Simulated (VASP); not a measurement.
Here is a VASP 6.6.1 calculation.

Contents of INCAR:

```
PREC = Accurate
ENCUT = 600
EDIFF = 1E-6
ISMEAR = -1
SIGMA = 0.05
LREAL = False
LASPH = True
NELM = 100
ALGO = Normal
ISIF = 3
LWAVE = False
LCHARG = False
GGA = PS
IVDW = 12
IBRION = 2
NSW = 60
EDIFFG = -0.01
```

The input KPOINTS:

```
Automatic mesh
0
Gamma
  9 9 9
```

POSCAR

```
ZnS
1.0
    0.0000000000      2.7020000000      2.7020000000
    2.7020000000      0.0000000000      2.7020000000
    2.7020000000      2.7020000000      0.0000000000
Zn S
1 1
Direct
    0.7500000000      0.7500000000      0.7500000000
    0.0000000000      0.0000000000      0.0000000000
```

Potentials or basis: VASP PAW PBE potentials, release 64 (Zn, S).

Run with:

```bash
$ cat potpaw_PBE.64/Zn/POTCAR potpaw_PBE.64/S/POTCAR > POTCAR
$ mpirun -np 1 vasp_std > vasp.out
```

(1) What does it give for the band gap on the k mesh?

(2) Estimate the dispersion energy per atom.

(3) Predict the relaxed volume.

(4) What does it give for the space group after relaxing (to 0.05 Å)?

Answers

(1) 2.20 eV, direct.

(2) -0.273 eV.

(3) 18.74 Å³/atom.

(4) F-43m (No. 216).

Caveat: the PAW data sets were made with another functional, which shifts forces and pressure a little.
